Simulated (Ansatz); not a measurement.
Here is an Ansatz 0.2.0 calculation.

input.yaml

```yaml
crystal:
  lattice:
    - [2.9065, 0.0, 0.0]
    - [-1.45325, 2.5171028361, 0.0]
    - [0.0, 0.0, 2.8366]
  atoms:
    - { symbol: W, position: [0.0, 0.0, 0.0] }
    - { symbol: C, position: [0.6666666667, 0.3333333333, 0.5] }
kpoints:
  mp_grid: { grid: [7, 7, 7] }
scf:
  occupations: { method: fermi_dirac, width: 0.05 }
hamiltonian:
  xc: pbesol
  pseudopotentials: { kind: all_electron, lapw: { basis_error: 0.001 } }
output: {}
phonons:
  method: fd
  supercell: [1, 1, 1]
```

Potentials or basis: all-electron LAPW, scalar-relativistic.

Run with:

```bash
$ ansatz run input.yaml --threads 1 --pin off --max-ram 3072MiB --backend cpu --events-out ev --progress --plain --runs-dir out
```

**Question.** Predict the highest phonon frequency at Γ.

**Answer.** 621 cm⁻¹.

**Question.** What does it give for the band gap on the k mesh?

**Answer.** None (metal or under the smearing width).

Phonon frequencies in cm⁻¹ (negative: imaginary):
```csv
q point,frequencies
"(0.000, 0.000, 0.000)",0 0 0 581 621 621
```

Caveat: a metal's response needs a denser mesh. Spin-orbit coupling is left out, which matters for the levels of W.
